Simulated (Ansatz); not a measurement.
# Fe (P6_3/mmc) in Ansatz: further runs

Aim: see how the results for Fe move with the level of theory and the settings. Levels: r2SCAN, revPBE. Tasks: band structure.

All numbers are computed with Ansatz 0.2.0; they aren't measurements. Logs are shortened: lines on timing, memory, paths and dates and some standing lists are left out, and cuts for length are marked.

## (1) The crystal as given

Symmetry: P6_3/mmc, No. 194, hexagonal system. Conventional cell: a = 2.434 Å, b = 2.434 Å, c = 3.842 Å, α = 90.00°, β = 90.00°, γ = 120.00°. Fe (site symmetry -6m2) is surrounded by 12 Fe at 2.38 to 2.43 Å.

This isn't the form of Fe at room conditions, which is bcc.

## (2) Band structure, r2SCAN, collinear spin, ferromagnetic start

File input.yaml:

```yaml
crystal:
  lattice:
    - [2.4341575853, 0.0, 0.0]
    - [-1.2170787927, 2.1080423057, 0.0]
    - [0.0, 0.0, 3.84193447]
  atoms:
    - { symbol: Fe, position: [0.6666666667, 0.3333333333, 0.75], spin: 3.0 }
    - { symbol: Fe, position: [0.3333333333, 0.6666666667, 0.25], spin: 3.0 }
hamiltonian:
  xc: r2scan
  pseudopotentials: { kind: paw }
magnetization:
  spin_polarized: true
kpoints:
  mp_grid: { grid: [12, 12, 7] }
  band_path:
    path:
      - [[0.0, 0.0, 0.0], [0.5, 0.0, 0.0], [0.3333333333, 0.3333333333, 0.0], [0.0, 0.0, 0.0], [0.0, 0.0, 0.5], [0.5, 0.0, 0.5], [0.3333333333, 0.3333333333, 0.5], [0.0, 0.0, 0.5]]
      - [[0.5, 0.0, 0.5], [0.5, 0.0, 0.0]]
      - [[0.3333333333, 0.3333333333, 0.0], [0.3333333333, 0.3333333333, 0.5]]
    npoints: 14
scf:
  occupations: { method: fermi_dirac, width: 0.05 }
  n_extra_bands: 6
output:
  forces: true
  stress: true
  eigenvalues: true
  fatbands: false
  write_density: true
  write_potential: true
  elf: true
  volumetric_format: npy
```

Potentials or basis: Ansatz PAW.

Command:

```
$ ansatz run input.yaml --threads 2 --pin off --max-ram 5632MiB --backend cpu --events-out ev --progress --plain --runs-dir out
```

The program printed:

```text
Warning: the band count 22 (scf.n_extra_bands) hosts the net moment |M| = 6.0000 μB (N_el = 32) but caps the reachable moment at 2·n_bands − N_el = 12.0000 μB, below the 23 bands that the automatic rule leaves for it — a moment growing past the seed, or the majority channel's smearing tail, pins there with fewer empty majority states than that count leaves; raise or omit scf.n_extra_bands unless the cap is intended
Warning: RAYON_NUM_THREADS=2 ignored (pool sized by the plan → 2); use --threads N
scf.n_extra_bands = 6 over 16 filled bands (N_el = 32.0): the run solves 22 bands
Engine: ansatz 0.2.0, x86_64-unknown-linux-gnu
Pseudopotentials: kind: paw
Pseudopotential: Fe, paw, valence charge 16, recommended cutoff 500 eV (meta_gga), Fe.paw.azcp
Functional definition: r2SCAN
  parameter k0 = 0.174
  parameter k1 = 0.065
  parameter a1 = 4.9479
  exchange = r2scan_x(k0 = k0, k1 = k1, a1 = a1)
  correlation = r2scan_c
Crystal: 2 atoms, lattice volume = 19.714 Å³
Basis set: ecut = 500 eV, 525 PW (Γ), exchange–correlation on 72×72×120 points (64 copies of the dense FFT grid, shifted against one another)
Bands: 22, of which v1, the nominal top of the filled ones, is band 16 counted from 1 (15 counted from 0)
Symmetry: 24 space group operations
Space group: P63/mmc (ITA 194), of the structure as read, at distance tolerance 2.7e-5 Å
Magnetic group: BNS 194.263 (UNI 1493), of the structure as read, at distance tolerance 2.7e-5 Å
k-points: 76 of 1008
Non-local potential: Fe, projectors of the file, l = 0: 3, l = 1: 2, l = 2: 3, l = 3: 1
PAW form: soft (Blöchl's): semilocal exchange-correlation on the pseudo side does not see the compensation charge
PAW frozen core: Fe, regenerated for the run's functional (the file was generated under x = pbe(κ = 0.804, μ = 0.2195149727645171), c = pbe(β = 0.06672455060314922))
PAW one-centre angular grid: Fe, 590 points (default); XC on 160 Gauss nodes
Initial density: superposition of atomic densities (chi_scale 0.1, normalization cell)
Starting moments: Σ|m| = 6 μB on 2 of 2 sites
Initial wavefunctions: pseudopotential atomic-orbital guess
Functional: x = r2scan, c = r2scan; τ floored in thin density (d = 2e-4 eV/Å³)
SCF iter   1: F=—  HF=-8969.361204 eV  |F-HF|=—  |Δ(HF+E_count)|=         —  Δρ=8.23e-2 (↑5.36e-2 ↓8.23e-2)  dr2=2.20e0  dr2_τ=2.17e-2  dr2_m=1.02e-1  M=5.331 μB ∫|m|=5.420 μB  β_m=1.00  ethr=3.10e-3  ⟨swp⟩=5.1  Hψ=13017  notcnv=0
Mixer restart at iter 1: flushing history
preconditioner: auto → none  [metal: Δε(μ)=0.018 eV  Ē_g=9.354 eV  σ=0.050 eV  W_gap=0.09  n_scr=2 (ndim 8)  ℏωp=33.5 eV  f_vac=0.000  D(μ)=2.14/eV (n_scr^D=34)  sad-step TF]
SCF iter   2: F=—  HF=-8969.249381 eV  |F-HF|=—  |Δ(HF+E_count)|=   1.12e-1  Δρ=3.91e-2 (↑1.08e-2 ↓3.91e-2)  dr2=3.18e-1  dr2_τ=1.16e-2  dr2_m=4.94e-2  M=5.294 μB ∫|m|=5.547 μB  β_m=1.00  ethr=3.10e-3  ⟨swp⟩=2.8  Hψ=6509  notcnv=0  defer=149  κ⁻¹=1.0e0(r=1)
SCF iter   3: F=—  HF=-8969.843098 eV  |F-HF|=—  |Δ(HF+E_count)|=   5.94e-1  Δρ=7.57e-3 (↑7.57e-3 ↓7.19e-3)  dr2=1.56e-2  dr2_τ=4.86e-4  dr2_m=1.89e-4  M=5.271 μB ∫|m|=5.605 μB  β_m=1.00  ethr=9.93e-4  ⟨swp⟩=2.1  Hψ=5088  notcnv=0  defer=149  κ⁻¹=8.4e-2(r=2)
[... 10 lines left out ...]
SCF iter  13: F=—  HF=-8970.671853 eV  |F-HF|=—  |Δ(HF+E_count)|=   8.79e-7  Δρ=7.73e-6 (↑5.93e-6 ↓7.73e-6)  dr2=8.26e-9  dr2_τ=1.61e-10  dr2_m=4.10e-10  M=5.160 μB ∫|m|=5.469 μB  β_m=1.00  ethr=1.24e-10  ⟨swp⟩=2.0  Hψ=5851  notcnv=0  defer=147  κ⁻¹=1.1e-6(r=8)
SCF iter  14: F=—  HF=-8970.671853 eV  |F-HF|=—  |Δ(HF+E_count)|=   4.94e-8  Δρ=2.58e-6 (↑2.42e-6 ↓2.58e-6)  dr2=1.27e-9  dr2_τ=2.55e-11  dr2_m=2.63e-10  M=5.160 μB ∫|m|=5.469 μB  β_m=1.00  ethr=2.58e-11  ⟨swp⟩=2.0  Hψ=5798  notcnv=0  defer=147  κ⁻¹=1.9e-7(r=8)
SCF iter  15: F=-8970.671853 eV  HF=-8970.671853 eV  |F-HF|=1.00e-8  |Δ(HF+E_count)|=   1.11e-7  Δρ=3.10e-6 (↑3.05e-6 ↓3.10e-6)  dr2=4.70e-9  dr2_τ=1.61e-11  dr2_m=3.55e-11  M=5.160 μB ∫|m|=5.469 μB  ethr=3.96e-12  ⟨swp⟩=7.7  Hψ=20111  notcnv=0
SCF 1 converged in 15 iterations: F = -8970.671853 eV  dr2 = 4.70e-9
this state was not tested for a lower state beside it, because the mixer in use, unlike msr1, does not test its closes by its own steps (another_mixer; see scf.mixing.algorithm and scf.lower_state_search)
NSCF: frozen V_eff on 129 k-points
SCF converged after 15 iterations
Magnetization: 5.1601 μB (18.5801 up, 13.4199 down)
Absolute magnetization: 5.4703 μB (∫|ρ↑−ρ↓|, with the PAW one-centre terms)
Spin contamination: 0.1266 ħ² per cell (⟨S²⟩ above its minimum at these occupations)
Per-site moments (μB) at R_I (Å): [(2.6379204319519696, 0.9818155270763972), (2.6379204319519696, 0.9818155270763972)]
Free energy (F): -8970.671853 eV
Harris-Foulkes:  -8970.671853 eV  (|F-HF|=1.00e-8)
Internal energy: -8970.655437 eV  (E = F + TS)
E sigma→0 (E₀):  -8970.663645 eV
Entropy (-TS):   -0.016416 eV (-8.208 meV/atom)
Fermi energy:    22.194036 eV
--- Per-component energies (eV) ---
  E_band       = -359.293138
  E_kinetic    = 710.847984
  E_local      = -3792.333511  (includes V_loc(G=0)·N_el)
  E_nonlocal   = 446.103063
  E_hartree    = 1619.134207
  E_xc         = -229.657853
  E_vxc        = -341.086633  (∫ρ·V_xc dr)
  E_paw        = -2759.501328  (= ΣΔE_a)
  E_vpaw       = -645.664160  (= ΣTr[D̂ρ^β])
  E_aug_tail   = 0.000589  (compensation charges beyond the density's cutoff)
  E_vtau       = 24.565923  (kinetic-family band-sum trace: ∫τ·v_τ [+ j·A + Jᵃ·Aᵃ] dr)
  E_ewald      = -4964.669638
  E_core_change = -0.578950  (= ΣΔE_core)
  E_smearing   = -0.016416  (= −TS)
  E_closure    = 0.000000  (closes the sum)
  Σ components = -8970.671853   (vs F -8970.671853, Δ=0.00e0)
--- Forces (eV/Å), atoms counted from 1 ---
  atom   1  Fe    -0.00000000     0.00000000     0.00000000
  atom   2  Fe     0.00000000    -0.00000000     0.00000000
  max |Σ_I F_I| component: 1.85e-17 eV/Å
--- Stress (GPa, compression-positive) ---
       48.343689      -0.000000      -0.000000
       -0.000000      48.343689      -0.000000
       -0.000000      -0.000000      73.148254
  P = ⅓ Tr σ = 56.6119 GPa (566.119 kbar)
--- Band table (eV; the first three rows and the last of 152) ---
  k-point 0 ↑: bands = ["-70.1142", "-69.9623", "-35.0176", "-34.5971", "-34.5971", "-34.4891", "-34.4891", "-34.2921", "12.2111", "15.7961", "18.7367", "18.7367", "19.0878", "19.2060", "19.2060", "19.5784", "19.5784", "21.1997", "21.1997", "22.3283", "30.5094", "44.1980"]
  k-point 1 ↑: bands = ["-70.1067", "-69.9699", "-34.9828", "-34.5917", "-34.5917", "-34.4945", "-34.4945", "-34.3291", "12.4546", "15.8033", "18.6490", "18.6490", "19.0098", "19.1181", "19.1181", "19.7753", "19.7753", "21.1923", "21.1923", "21.4762", "31.7396", "44.0695"]
  k-point 2 ↑: bands = ["-70.0857", "-69.9910", "-34.8845", "-34.5768", "-34.5768", "-34.5095", "-34.5095", "-34.4322", "13.1523", "15.7154", "18.5488", "18.5488", "18.8176", "18.9119", "18.9119", "19.9280", "20.1792", "20.1792", "21.1253", "21.1253", "34.5023", "43.5474"]
  k-point 75 ↓: bands = ["-65.8963", "-65.8963", "-31.0115", "-31.0115", "-30.8483", "-30.7870", "-30.4902", "-30.4902", "19.3730", "19.4049", "19.7712", "19.7712", "20.6937", "20.6937", "23.2649", "23.6782", "25.0823", "25.0823", "30.3913", "30.3913", "31.6929", "33.0032"]
```

rho_z.tsv:

```text
# z_ang	rho[e/angstrom^3]	rho_spin[e/angstrom^3]
# format = ansatz-planar-average/11
# lattice	2.434157585	0.000000000	0.000000000
# lattice	-1.217078793	2.108042306	0.000000000
# lattice	0.000000000	0.000000000	3.841934470
# sites	2
# site	26	1.217078793	0.702680769	2.881450852
# site	26	-0.000000000	1.405361537	0.960483617
0.000000	3.868568e-1	-2.373603e-3
0.128064	4.120501e-1	6.042183e-3
0.256129	5.272280e-1	3.677659e-2
0.384193	8.162846e-1	1.021291e-1
0.512258	1.354799e0	2.142631e-1
0.640322	2.152981e0	3.753161e-1
[... 22 lines left out ...]
3.585806	5.272280e-1	3.677659e-2
3.713870	4.120501e-1	6.042183e-3
```

It took 31 s on 2 threads of Intel Xeon at 2.50GHz (Skylake/Cascade Lake), shared host; peak memory 0.42 GiB.

What came out:

| Quantity | Value |
| --- | --- |
| Free energy | -8970.6719 eV |
| Pressure | 56.6 GPa |
| Band gap on the k mesh | none (metal or under the smearing width) |
| Net moment | 5.16 μB per cell |
| Absolute moment | 5.47 μB per cell |
| Site moments | Fe +2.64 μB |

Stress tensor (GPa, compression positive):
```
48.34  0.00  0.00
 0.00 48.34  0.00
 0.00  0.00 73.15
```

Levels at the corners of the path, in eV from the Fermi level:
Spin up:
```tsv
point	band 15	band 16	band 17	band 18	band 19	band 20	band 21	band 22
Γ	-2.99	-2.62	-2.62	-0.99	-0.99	0.13	8.32	22.00
M	-2.62	-0.94	-0.70	-0.62	1.64	4.10	11.20	11.80
K	-2.47	-0.99	-0.99	-0.86	4.93	6.19	6.19	13.78
Γ	-2.99	-2.62	-2.62	-0.99	-0.99	0.13	8.32	22.00
A	-3.50	-3.50	-1.41	-1.41	-1.41	-1.41	17.36	17.36
L	-1.21	-1.21	-0.79	-0.79	1.78	1.78	8.74	8.74
H	-2.47	-2.47	-0.81	-0.81	6.55	6.55	8.26	8.26
A	-3.50	-3.50	-1.41	-1.41	-1.41	-1.41	17.36	17.36
L	-1.21	-1.21	-0.79	-0.79	1.78	1.78	8.74	8.74
M	-2.62	-0.94	-0.70	-0.62	1.64	4.10	11.20	11.80
K	-2.47	-0.99	-0.99	-0.86	4.93	6.19	6.19	13.78
H	-2.47	-2.47	-0.81	-0.81	6.55	6.55	8.26	8.26
```
Spin down:
```tsv
point	band 12	band 13	band 14	band 15	band 16	band 17
Γ	-0.01	-0.01	0.08	0.62	0.62	1.22
M	-2.27	-0.22	-0.08	0.49	3.08	3.36
K	-3.00	-0.60	-0.60	0.99	2.72	2.72
Γ	-0.01	-0.01	0.08	0.62	0.62	1.22
A	-1.01	-0.11	-0.11	-0.11	-0.11	2.63
L	-2.20	0.66	0.66	1.36	1.36	3.25
H	-2.34	-1.59	-1.59	1.24	1.24	2.89
A	-1.01	-0.11	-0.11	-0.11	-0.11	2.63
L	-2.20	0.66	0.66	1.36	1.36	3.25
M	-2.27	-0.22	-0.08	0.49	3.08	3.36
K	-3.00	-0.60	-0.60	0.99	2.72	2.72
H	-2.34	-1.59	-1.59	1.24	1.24	2.89
```

Caveat: the magnetic or orbital state may not be the lowest; a pressure of tens of GPa on the cell as given is suspect, and the run, the potentials or the cell itself is likely at fault; the PAW data sets come from PBE, with cores solved anew for the run's functional, which leaves a small shift of forces and pressure.

## (3) Band structure, revPBE, collinear spin, ferromagnetic start

input.yaml: that of step 2 with these lines changed.

```diff
@@ -9,3 +9,3 @@
 hamiltonian:
-  xc: r2scan
+  xc: revpbe
   pseudopotentials: { kind: paw }
```

Potentials or basis: Ansatz PAW.

Command:

```
$ ansatz run input.yaml --threads 2 --pin off --max-ram 5632MiB --backend cpu --events-out ev --progress --plain --runs-dir out
```

It took 12 s on 2 threads of Intel Xeon at 2.50GHz (Skylake/Cascade Lake), shared host; peak memory 0.37 GiB.

It converged, with:

```yaml
Free_energy: -8967.4876 eV
Pressure: 15.2 GPa
Band_gap_on_the_k_mesh: none (metal or under the smearing width)
Net_moment: 0.00 μB per cell
Absolute_moment: 0.00 μB per cell
```

Stress tensor (GPa, compression positive):
```
14.39  0.00  0.00
 0.00 14.39  0.00
 0.00  0.00 16.78
```

Levels at the corners of the path, in eV from the Fermi level:
Spin up:
| point | band 13 | band 14 | band 15 | band 16 | band 17 | band 18 | band 19 | band 20 |
| --- | --- | --- | --- | --- | --- | --- | --- | --- |
| Γ | -1.62 | -1.27 | -1.27 | -0.92 | -0.92 | 0.44 | 0.74 | 0.74 |
| M | -2.10 | -1.63 | -1.14 | 0.85 | 1.09 | 1.14 | 2.76 | 4.96 |
| K | -2.15 | -2.15 | -0.80 | 0.63 | 0.63 | 0.88 | 5.74 | 6.87 |
| Γ | -1.62 | -1.27 | -1.27 | -0.92 | -0.92 | 0.44 | 0.74 | 0.74 |
| A | -1.90 | -1.90 | -1.90 | -1.90 | 0.33 | 0.33 | 0.33 | 0.33 |
| L | -0.71 | -0.71 | 0.06 | 0.06 | 1.00 | 1.00 | 2.49 | 2.49 |
| H | -2.38 | -2.38 | -0.76 | -0.76 | 0.77 | 0.77 | 7.14 | 7.14 |
| A | -1.90 | -1.90 | -1.90 | -1.90 | 0.33 | 0.33 | 0.33 | 0.33 |
| L | -0.71 | -0.71 | 0.06 | 0.06 | 1.00 | 1.00 | 2.49 | 2.49 |
| M | -2.10 | -1.63 | -1.14 | 0.85 | 1.09 | 1.14 | 2.76 | 4.96 |
| K | -2.15 | -2.15 | -0.80 | 0.63 | 0.63 | 0.88 | 5.74 | 6.87 |
| H | -2.38 | -2.38 | -0.76 | -0.76 | 0.77 | 0.77 | 7.14 | 7.14 |
Spin down:
| point | band 12 | band 13 | band 14 | band 15 | band 16 | band 17 | band 18 | band 19 | band 20 | band 21 |
| --- | --- | --- | --- | --- | --- | --- | --- | --- | --- | --- |
| Γ | -1.77 | -1.62 | -1.27 | -1.27 | -0.92 | -0.92 | 0.44 | 0.74 | 0.74 | 9.08 |
| M | -2.22 | -2.10 | -1.63 | -1.14 | 0.85 | 1.09 | 1.14 | 2.76 | 4.96 | 11.49 |
| K | -3.48 | -2.15 | -2.15 | -0.80 | 0.63 | 0.63 | 0.88 | 5.74 | 6.87 | 6.87 |
| Γ | -1.77 | -1.62 | -1.27 | -1.27 | -0.92 | -0.92 | 0.44 | 0.74 | 0.74 | 9.08 |
| A | -2.21 | -1.90 | -1.90 | -1.90 | -1.90 | 0.33 | 0.33 | 0.33 | 0.33 | 17.38 |
| L | -3.35 | -0.71 | -0.71 | 0.06 | 0.06 | 1.00 | 1.00 | 2.49 | 2.49 | 9.49 |
| H | -3.52 | -2.38 | -2.38 | -0.76 | -0.76 | 0.77 | 0.77 | 7.14 | 7.14 | 8.93 |
| A | -2.21 | -1.90 | -1.90 | -1.90 | -1.90 | 0.33 | 0.33 | 0.33 | 0.33 | 17.38 |
| L | -3.35 | -0.71 | -0.71 | 0.06 | 0.06 | 1.00 | 1.00 | 2.49 | 2.49 | 9.49 |
| M | -2.22 | -2.10 | -1.63 | -1.14 | 0.85 | 1.09 | 1.14 | 2.76 | 4.96 | 11.49 |
| K | -3.48 | -2.15 | -2.15 | -0.80 | 0.63 | 0.63 | 0.88 | 5.74 | 6.87 | 6.87 |
| H | -3.52 | -2.38 | -2.38 | -0.76 | -0.76 | 0.77 | 0.77 | 7.14 | 7.14 | 8.93 |

Caveat: the starting moments collapsed, and a magnetic state may lie lower; so large a pressure means that the cell lies far from this level's equilibrium, or that cutoff or potentials fall short; the PAW data sets come from PBE, with cores solved anew for the run's functional, which leaves a small shift of forces and pressure; the starting moments weren't kept.
